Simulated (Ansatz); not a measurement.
This Ansatz 0.2.0 run on Sn needs a look.

The input input.yaml:

```yaml
crystal:
  lattice:
    - [0.0, 2.26333996, 2.26333996]
    - [2.26333996, 0.0, 2.26333996]
    - [2.26333996, 2.26333996, 0.0]
  atoms:
    - { symbol: Sn, position: [0.75, 0.75, 0.75] }
    - { symbol: Sn, position: [0.5, 0.5, 0.5] }
hamiltonian:
  xc: lda
  pseudopotentials: { kind: paw }
kpoints:
  mp_grid: { grid: [7, 7, 7] }
scf:
  occupations: { method: methfessel_paxton, width: 0.1 }
  max_iter: 75
output:
  forces: true
  stress: true
  eigenvalues: true
  bader: true
  populations: intrinsic
```

Potentials or basis: Ansatz PAW.

Launch:

```bash
$ ansatz run input.yaml --threads 1 --pin off --max-ram 2560MiB --backend cpu --events-out ev --progress --plain --runs-dir out
```

Output:

```text
Warning: RAYON_NUM_THREADS=1 ignored (pool sized by the plan → 1); use --threads N
Engine: ansatz 0.2.0, aarch64-unknown-linux-gnu
Pseudopotentials: kind: paw
Pseudopotential: Sn, paw, valence charge 14, recommended cutoff 420 eV (normal), Sn.paw.azcp
Functional definition: SPW92
  exchange = slater_x
  correlation = pw_c
Crystal: 2 atoms, lattice volume = 23.189 Å³
Basis set: ecut = 420 eV, 459 PW (Γ)
Bands: 18, of which v1, the nominal top of the filled ones, is band 14 counted from 1 (13 counted from 0)
Symmetry: 48 space group operations
Space group: Fd-3m (ITA 227), of the structure as read, at distance tolerance 2.9e-5 Å
k-points: 20 of 343
Non-local potential: Sn, projectors of the file, l = 0: 2, l = 1: 2, l = 2: 2, l = 3: 2
PAW form: soft (Blöchl's): semilocal exchange-correlation on the pseudo side does not see the compensation charge
PAW frozen core: Sn, regenerated for the run's functional, and the local potential with it (the file was generated under x = pbe(κ = 0.804, μ = 0.2195149727645171), c = pbe(β = 0.06672455060314922))
PAW one-centre angular grid: Sn, 590 points (default); XC on 64 Gauss nodes
Initial density: superposition of atomic densities (neutral atoms: chi_scale 0, normalization atom), corrected by the library's trained network
Initial wavefunctions: pseudopotential atomic-orbital guess
Functional: x = slater, c = lda
[... 18 lines left out ...]
  E_band       = 259.872104
  E_kinetic    = 443.675748
  E_local      = -784.187047  (includes V_loc(G=0)·N_el)
  E_nonlocal   = -45.671339
  E_hartree    = 795.622766
  E_xc         = -785.956579
  E_vxc        = -230.759513  (∫ρ·V_xc dr)
  E_paw        = -7994.686947  (= ΣΔE_a)
  E_vpaw       = -714.429567  (= ΣTr[D̂ρ^β])
  E_aug_tail   = -0.000001  (compensation charges beyond the density's cutoff)
  E_ewald      = -3358.603824
  E_core_change = 0.849796  (= ΣΔE_core)
  E_smearing   = -0.001556  (= −TS)
  E_closure    = 0.000000  (closes the sum)
  Σ components = -11728.958984   (vs F -11728.958984, Δ=0.00e0)
--- Forces (eV/Å), atoms counted from 1 ---
  atom   1  Sn     0.00000000    -0.00000000     0.00000000
  atom   2  Sn     0.00000000    -0.00000000     0.00000000
  max |Σ_I F_I| component: 9.25e-17 eV/Å
--- Stress (GPa, compression-positive) ---
      576.246375       0.000000       0.000000
        0.000000     576.246375      -0.000000
       -0.000000       0.000000     576.246375
  P = ⅓ Tr σ = 576.2464 GPa (5762.464 kbar)
[... 5 lines left out ...]
--- intrinsic populations: 2 sites ---
  site symbol       q [e]
     0     Sn     14.0000
     1     Sn     14.0000
  spilling = 0.000000 (of n_electrons = 28.000000)
--- Bader charges: 2 sites ---
  site symbol  charge [e]  shift [e]
     0     Sn      0.0000     0.0000
     1     Sn      0.0000     0.0000
  estimated error of the sums over rays = 1.7e-4 e
```

**Question.** How did it end, and where is the flaw?

**Answer.** The calculation finished and met its thresholds. The input holds a flaw that was put in on purpose: a lattice far too small. The program doesn't stop on it, so the numbers can't be trusted though the run ends normally.
